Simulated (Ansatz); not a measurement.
# As (R-3m) in Ansatz: reference runs

How does As come out in PBE? The cell is run as given and disturbed.

All numbers are computed with Ansatz 0.2.0; they aren't measurements. Logs are shortened: lines on timing, memory, paths and dates and some standing lists are left out, and cuts for length are marked.

## (1) Starting point

The structure is trigonal, space group R-3m (No. 166). Conventional cell: a = 3.762 Å, b = 3.762 Å, c = 10.542 Å, α = 90.00°, β = 90.00°, γ = 120.00°. As (site symmetry 3m) has 3 As at 2.51 Å as nearest neighbours.

## (2) Single point, PBE

input.yaml

```yaml
crystal:
  lattice:
    - [1.8807968987, 1.0858785957, 3.5140619945]
    - [-1.8807968987, 1.0858785957, 3.5140619945]
    - [0.0, -2.1717571915, 3.5140619945]
  atoms:
    - { symbol: As, position: [0.226, 0.226, 0.226] }
    - { symbol: As, position: [0.774, 0.774, 0.774] }
hamiltonian:
  xc: pbe
  pseudopotentials: { kind: paw }
kpoints:
  mp_grid: { grid: [9, 9, 9] }
scf:
  occupations: { method: fermi_dirac, width: 0.05 }
output:
  forces: true
  stress: true
  eigenvalues: true
```

Potentials or basis: Ansatz PAW.

The run is started by

```
> ansatz run input.yaml --threads 1 --pin off --max-ram 2560MiB --backend cpu --events-out ev --progress --plain --runs-dir out
```

Output:

```text
Warning: RAYON_NUM_THREADS=1 ignored (pool sized by the plan → 1); use --threads N
Engine: ansatz 0.2.0, aarch64-unknown-linux-gnu
Pseudopotentials: kind: paw
Pseudopotential: As, paw, valence charge 15, recommended cutoff 420 eV (normal), As.paw.azcp
Functional definition: PBE
  parameter kappa = 0.804
  parameter beta = 0.06672455060314922
  exchange = pbe_x(kappa = kappa, mu = beta*pi^2/3)
  correlation = pbe_c(beta = beta)
Crystal: 2 atoms, lattice volume = 43.061 Å³
Basis set: ecut = 420 eV, 845 PW (Γ), exchange–correlation on 60×60×60 points (8 copies of the dense FFT grid, shifted against one another)
Bands: 19, of which v1, the nominal top of the filled ones, is band 15 counted from 1 (14 counted from 0)
Symmetry: 12 space group operations
Space group: R-3m (ITA 166), of the structure as read, at distance tolerance 3.5e-5 Å
k-points: 85 of 729
Non-local potential: As, projectors of the file, l = 0: 2, l = 1: 2, l = 2: 3, l = 3: 1
PAW form: soft (Blöchl's): semilocal exchange-correlation on the pseudo side does not see the compensation charge
PAW one-centre angular grid: As, 590 points (default); XC on 64 Gauss nodes
Initial density: superposition of atomic densities (neutral atoms: chi_scale 0, normalization atom), corrected by the library's trained network
Initial wavefunctions: pseudopotential atomic-orbital guess
Functional: x = pbe(κ = 0.804, μ = 0.2195149727645171), c = pbe(β = 0.06672455060314922)
SCF iter   1: F=—  HF=-9712.256982 eV  |F-HF|=—  |Δ(HF+E_count)|=         —  Δρ=1.41e-3  dr2=7.16e-4  ethr=1.77e-3  ⟨swp⟩=5.8  Hψ=7701  notcnv=0
preconditioner: auto → Kerker (q_TF=auto, 2.569 Å⁻¹)  [metal: Δε(μ)=0.088 eV  Ē_g=10.264 eV  σ=0.050 eV  W_gap=0.40  n_scr=14 (ndim 8)  ℏωp=17.9 eV  f_vac=0.007  D(μ)=0.18/eV (n_scr^D=0)]
SCF iter   2: F=—  HF=-9712.256880 eV  |F-HF|=—  |Δ(HF+E_count)|=   1.02e-4  Δρ=8.76e-4  dr2=2.67e-4  ethr=2.39e-6  ⟨swp⟩=2.0  Hψ=3386  notcnv=0
SCF iter   3: F=—  HF=-9712.257005 eV  |F-HF|=—  |Δ(HF+E_count)|=   1.25e-4  Δρ=3.15e-4  dr2=4.90e-5  ethr=8.90e-7  ⟨swp⟩=2.0  Hψ=2891  notcnv=0
SCF iter   4: F=—  HF=-9712.257010 eV  |F-HF|=—  |Δ(HF+E_count)|=   4.95e-6  Δρ=1.20e-4  dr2=7.26e-6  ethr=1.63e-7  ⟨swp⟩=3.0  Hψ=2903  notcnv=0
SCF iter   5: F=—  HF=-9712.257010 eV  |F-HF|=—  |Δ(HF+E_count)|=   8.63e-7  Δρ=4.24e-5  dr2=1.06e-6  ethr=2.42e-8  ⟨swp⟩=2.0  Hψ=2891  notcnv=0
SCF iter   6: F=—  HF=-9712.257009 eV  |F-HF|=—  |Δ(HF+E_count)|=   9.58e-7  Δρ=1.85e-5  dr2=1.82e-7  ethr=3.52e-9  ⟨swp⟩=2.0  Hψ=2891  notcnv=0
SCF iter   7: F=-9712.257009 eV  HF=-9712.257009 eV  |F-HF|=1.82e-8  |Δ(HF+E_count)|=   1.15e-8  Δρ=5.25e-6  dr2=1.40e-8  ethr=3.33e-10  ⟨swp⟩=4.8  Hψ=6574  notcnv=0
SCF 1 converged in 7 iterations: F = -9712.257009 eV  dr2 = 1.40e-8
SCF converged after 7 iterations
Free energy (F): -9712.257009 eV
Harris-Foulkes:  -9712.257009 eV  (|F-HF|=1.82e-8)
Internal energy: -9712.255547 eV  (E = F + TS)
E sigma→0 (E₀):  -9712.256278 eV
Entropy (-TS):   -0.001462 eV (-0.731 meV/atom)
Fermi energy:    10.769661 eV
--- Per-component energies (eV) ---
  E_band       = -466.983883
  E_kinetic    = 205.469041
  E_local      = -3345.731404  (includes V_loc(G=0)·N_el)
  E_nonlocal   = -1341.413684
  E_hartree    = 1853.708080
  E_xc         = -158.766691
  E_vxc        = -158.830463  (∫ρ·V_xc dr)
  E_paw        = -3669.113471  (= ΣΔE_a)
  E_vpaw       = 466.102249  (= ΣTr[D̂ρ^β])
  E_aug_tail   = 0.000016  (compensation charges beyond the density's cutoff)
  E_ewald      = -3256.407433
  E_smearing   = -0.001462  (= −TS)
  E_closure    = 0.000000  (closes the sum)
  Σ components = -9712.257009   (vs F -9712.257009, Δ=0.00e0)
--- Forces (eV/Å), atoms counted from 1 ---
  atom   1  As     0.00000000    -0.00000000     0.42858896
  atom   2  As    -0.00000000     0.00000000    -0.42858896
  max |Σ_I F_I| component: 3.18e-18 eV/Å
--- Stress (GPa, compression-positive) ---
        3.916021      -0.000000      -0.000000
       -0.000000       3.916021       0.000000
       -0.000000       0.000000       3.300719
  P = ⅓ Tr σ = 3.7109 GPa (37.109 kbar)
--- Band table (eV; the first three rows and the last of 85) ---
  k-point 0: bands = ["-25.5578", "-25.5578", "-25.5125", "-25.5125", "-25.4775", "-25.4413", "-25.4413", "-25.4285", "-25.3956", "-25.3956", "-4.3143", "4.9457", "8.2745", "8.7145", "8.7145", "12.3603", "13.6571", "13.6571", "17.6748"]
  k-point 1: bands = ["-25.5566", "-25.5542", "-25.5112", "-25.5097", "-25.4767", "-25.4431", "-25.4416", "-25.4309", "-25.3986", "-25.3973", "-4.1488", "4.3763", "8.2739", "8.5885", "8.6985", "12.6367", "13.3655", "13.5431", "16.7333"]
  k-point 2: bands = ["-25.5534", "-25.5442", "-25.5075", "-25.5021", "-25.4743", "-25.4483", "-25.4432", "-25.4376", "-25.4061", "-25.4017", "-3.6573", "3.0281", "8.0079", "8.3108", "9.1280", "12.1552", "12.9403", "13.0999", "16.6768"]
  k-point 84: bands = ["-25.5467", "-25.5442", "-25.5071", "-25.5057", "-25.4732", "-25.4448", "-25.4432", "-25.4335", "-25.4107", "-25.4091", "-2.9145", "0.8796", "7.3281", "8.5683", "10.3947", "11.8145", "12.0717", "13.8568", "18.4304"]
```

Wall time 3.6 s (1 thread of Arm Neoverse V2, shared host); peak memory 0.33 GiB.

Results:

- Free energy: -9712.2570 eV
- Pressure: 3.7 GPa
- Largest force: 0.429 eV/Å
- Band gap on the k mesh: none (metal or under the smearing width)

Forces in eV/Å, atoms in the order of the input:
```
As   0.000  0.000  0.429
As   0.000  0.000 -0.429
```

Stress tensor (GPa, compression positive):
```
3.92 0.00 0.00
0.00 3.92 0.00
0.00 0.00 3.30
```

## (3) Single point, PBE (atoms moved at random, drawn with an rms of 0.05 Å)

Changes to input.yaml since step 2:

```diff
@@ -6,4 +6,4 @@
   atoms:
-    - { symbol: As, position: [0.226, 0.226, 0.226] }
-    - { symbol: As, position: [0.774, 0.774, 0.774] }
+    - { symbol: As, position: [0.21182, 0.224744, 0.232824] }
+    - { symbol: As, position: [0.775524, 0.775501, 0.768129] }
 hamiltonian:
@@ -19 +19,5 @@
   eigenvalues: true
+  write_density: true
+  write_potential: true
+  elf: true
+  volumetric_format: npy
```

Potentials or basis: Ansatz PAW.

The run is started by

```
> ansatz run input.yaml --threads 1 --pin off --max-ram 2560MiB --backend cpu --events-out ev --progress --plain --runs-dir out
```

Run time: 21 s. Hardware: 1 thread of Arm Neoverse V2, shared host; peak memory 0.47 GiB.

Results (log left out):

```yaml
Free_energy: -9712.2379 eV
Pressure: 4.3 GPa
Largest_force: 0.718 eV/Å
Band_gap_on_the_k_mesh: none (metal or under the smearing width)
```

Forces in eV/Å, atoms in the order of the input:
```
As   0.130  0.291  0.643
As  -0.130 -0.291 -0.643
```

Stress tensor (GPa, compression positive):
```
 3.89 -0.23  0.62
-0.23  5.06  1.34
 0.62  1.34  3.99
```

Levels at points of the mesh, in eV from the Fermi level:
| k point | band 13 | band 14 | band 15 | band 16 | band 17 | band 18 |
| --- | --- | --- | --- | --- | --- | --- |
| (0.00, 0.00, 0.00) | -2.44 | -2.22 | -1.93 | 1.49 | 2.65 | 3.10 |
